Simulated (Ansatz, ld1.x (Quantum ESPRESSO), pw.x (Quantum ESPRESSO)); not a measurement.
**pw.x on fcc Si: one setting changed**

Potential: norm-conserving Troullier–Martins (Kleinman–Bylander form), ld1.x (Quantum ESPRESSO) 7.5, PBE; core [Ne], reference 3s2 3p2; waves: 3s (bound): rc 1.75 bohr; 3d channel at 0.05 Ry: rc 2.00 bohr; 3p (bound): rc 2.25 bohr; local part: the p channel; core correction: Bessel-smoothed model core, default radius (core density twice the valence density).

The reference run (k-mesh 15³, cutoffs 50/200 Ry, Fermi–Dirac 0.01 Ry, mixing_beta 0.4, conv_thr 1e-9, no spin) gives 0.37 GPa at 14.425 Å³/atom, where all-electron LAPW gives 0.32 GPa. This run, with its own iteration cap, changes degauss to 0, a wrong or extreme entry chosen on purpose.

```
&control
  calculation='scf', prefix='x', pseudo_dir='./', outdir='./tmp', tstress=.true., disk_io='none'
/
&system
  ibrav=0, nat=1, ntyp=1, ecutwfc=50, ecutrho=200, nbnd=9,
  occupations='smearing', smearing='fd', degauss=0
/
&electrons
  conv_thr=1e-09, mixing_beta=0.4, electron_maxstep=70
/
ATOMIC_SPECIES
Si 1.0 Si.UPF
CELL_PARAMETERS angstrom
  0.00000000 1.93209559 1.93209559
  1.93209559 0.00000000 1.93209559
  1.93209559 1.93209559 0.00000000
ATOMIC_POSITIONS crystal
Si 0.0000 0.0000 0.0000
K_POINTS automatic
15 15 15 0 0 0
```

```bash
pw.x < Si.scf.in > Si.scf.out
```

**Question.** How does the run end?

**Answer.** It stops with "set_occupations: smearing requires a value for gaussian broadening (degauss)".

```
Error in routine  set_occupations (1):
      smearing requires a value for gaussian broadening (degauss)
```

The run took about 0.5 s on one core of a shared host (Intel(R) Xeon(R) Processor @ 2.60GHz, 24 threads, 32 GiB, load 9).
